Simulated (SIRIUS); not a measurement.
Crystal: Cl.

```
CELL_PARAMETERS angstrom
3.14500 -2.25000 0.00000
3.14500 2.25000 0.00000
0.00000 0.00000 8.21000
ATOMIC_POSITIONS crystal
Cl 0.37000 0.63000 0.40000
Cl 0.13000 0.87000 0.90000
Cl 0.63000 0.37000 0.60000
Cl 0.87000 0.13000 0.10000
```

* Program: SIRIUS 7.12.0
* Task: single point
* Functional: PBEsol
* Potentials or basis: PseudoDojo 0.4.1 PBEsol standard (scalar relativistic)
* Cutoff: 807 eV
* Density cutoff: 3227 eV
* k mesh: 7 × 7 × 4
* Occupations: fermi-dirac, width 0.05 eV
* Spin: no spin polarisation

On this cell: pressure -0.9 GPa; largest force 0.188 eV/Å; band gap on the k mesh 2.41 eV.

The same run follows on a disturbed copy (atoms moved at random, drawn with an rms of 0.05 Å):

```
Cl
1.0
     3.14500   -2.25000    0.00000
     3.14500    2.25000    0.00000
     0.00000    0.00000    8.21000
Cl
4
Direct
  0.38678 0.62888 0.40016
  0.12135 0.88168 0.90159
  0.62675 0.36759 0.60135
  0.86819 0.13529 0.09859
```

Problem. What changes?

Solution. The energy moves by +0.5 meV/atom; pressure 0.0 GPa; largest force 0.518 eV/Å; band gap on the k mesh 2.53 eV.

Forces in eV/Å, atoms in the order of the input:
```
Cl  -0.031 -0.012 -0.110
Cl  -0.007 -0.207 -0.470
Cl   0.030  0.000  0.110
Cl   0.007  0.218  0.470
```

Stress tensor (GPa, compression positive):
```
 0.13 -0.01  0.03
-0.01 -0.26  0.55
 0.03  0.55  0.06
```

Caveats: an odd mesh through Γ misses points on the zone boundary, where band edges often lie.
